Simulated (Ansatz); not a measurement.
# CuO: do energies and stresses tell the same story?

These are results of DFT PBE, scalar-relativistic, plane waves, PAW in Ansatz, not measurements.

Plane waves to 420 eV, a k mesh through Γ of 14×14×8 on the computed 4-atom cell and Gaussian smearing (0.10 eV); no spin polarisation.

Relaxed cell: Cccm, a = 4.161 Å, b = 4.179 Å, c = 5.151 Å, α = 90.00°, β = 90.00°, γ = 90.00°, 4 atoms in the primitive cell. This form isn't the usual stable structure of the compound.

Energies at zero smearing and pressures from the stress tensor, at volumes with shape and atoms relaxed:
| V (Å³/atom) | E − E(first) (meV/atom) | P (GPa) |
| --- | --- | --- |
| 10.190 | 0.00 | 15.47 |
| 10.526 | -25.97 | 9.55 |
| 10.861 | -40.41 | 4.43 |
| 11.197 | -44.92 | 0.00 |
| 11.533 | -40.86 | -3.80 |
| 11.869 | -29.48 | -7.04 |
| 12.317 | -4.65 | -10.64 |

Q: Check P = −dE/dV between neighbouring volumes, and get the bulk modulus from the pressures alone.

A: With 1 eV/Å³ = 160.2 GPa:
```json
{"middle V (Å³/atom)": "10.358", "−ΔE/ΔV (GPa)": "12.385", "mean P (GPa)": "12.512"}
{"middle V (Å³/atom)": "10.693", "−ΔE/ΔV (GPa)": "6.889", "mean P (GPa)": "6.992"}
{"middle V (Å³/atom)": "11.029", "−ΔE/ΔV (GPa)": "2.150", "mean P (GPa)": "2.218"}
{"middle V (Å³/atom)": "11.365", "−ΔE/ΔV (GPa)": "-1.933", "mean P (GPa)": "-1.898"}
{"middle V (Å³/atom)": "11.701", "−ΔE/ΔV (GPa)": "-5.430", "mean P (GPa)": "-5.419"}
{"middle V (Å³/atom)": "12.093", "−ΔE/ΔV (GPa)": "-8.880", "mean P (GPa)": "-8.841"}
```

The two differ by 0.13 GPa at most. The mean of two end pressures misses the average over a step by about ΔV² P″/12, up to 0.07 GPa here; with that taken off 0.06 GPa remains, from the smearing term (the stress is the derivative of the free energy), the finite cutoff, the mesh or the relaxation's tolerance. Around V = 11.197 Å³/atom, the two neighbours give B = −V ΔP/ΔV = 11.197 × 8.23 / 0.672 = 137.2 GPa, against B0 = 135.3 GPa from the Birch–Murnaghan fit of the energies.

Spin polarisation was left out, and a magnetic state may lie lower.

A ferromagnetic start lost its moments in a first run, so spin was left out; other magnetic orders weren't tried.